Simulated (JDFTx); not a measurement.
# Mo: relaxation of the atoms with PBE

Mo:

```
Mo
1.0
    -1.58071    1.58861    1.58861
     1.58071   -1.57280    1.57280
     1.58071    1.57280   -1.57280
Mo
1
Direct
  0.00000 0.00000 0.00000
```

The cell isn't the ideal one: relaxed cell strained by 0.01 in Voigt component 4.

```yaml
Program: JDFTx 1.7.0 (patched build)
Task: relaxation of the atoms
Functional: PBE
Potentials_or_basis: PseudoDojo-SR-PBE-0.5-standard
Cutoff: 1088 eV
Density_cutoff: 4354 eV
k_mesh: 12 × 12 × 12
Occupations: fermi-dirac, width 0.05 eV
Spin: no spin polarisation
Density_cutoff_over_wavefunction_cutoff: 4
Max_SCF_steps: 100
SCF_threshold_on_the_energy: 1e-10 Ha
Solver_of_the_electrons: scf
Further_solve_for_the_empty_bands: no
```

```yaml
Pressure_after_relaxing: 0.0 GPa
Band_gap_on_the_k_mesh: none (metal or under the smearing width)
```

Stress tensor (GPa, compression positive):
```
 0.03  0.00  0.00
 0.00  0.02 -1.12
 0.00 -1.12  0.02
```

Final structure:
```
Mo
1.0
    -1.58071    1.58861    1.58861
     1.58071   -1.57280    1.57280
     1.58071    1.57280   -1.57280
Mo
1
Direct
  0.00000 0.00000 0.00000
```

Levels at points of the mesh, in eV from the Fermi level:
| k point | band 5 | band 6 | band 7 | band 8 | band 9 |
| --- | --- | --- | --- | --- | --- |
| (0.00, 0.00, 0.00) | -7.15 | -1.38 | -1.30 | -1.22 | 1.68 |
| (0.00, 0.00, 0.50) | -5.21 | -3.31 | 1.62 | 1.71 | 2.32 |
| (0.00, 0.50, 0.50) | -5.22 | -3.28 | 1.66 | 1.70 | 2.26 |
| (0.50, 0.00, 0.00) | -5.21 | -3.33 | 1.54 | 1.75 | 2.39 |
| (0.50, 0.50, 0.50) | -5.32 | -5.31 | 3.87 | 3.96 | 4.05 |

Wall time 61 s on 1 thread of Intel(R) Xeon(R) 6975P-C (Granite Rapids) (shared host), peak memory 0.21 GiB.

Caveat: the relaxation stopped at its first step, so nothing moved.
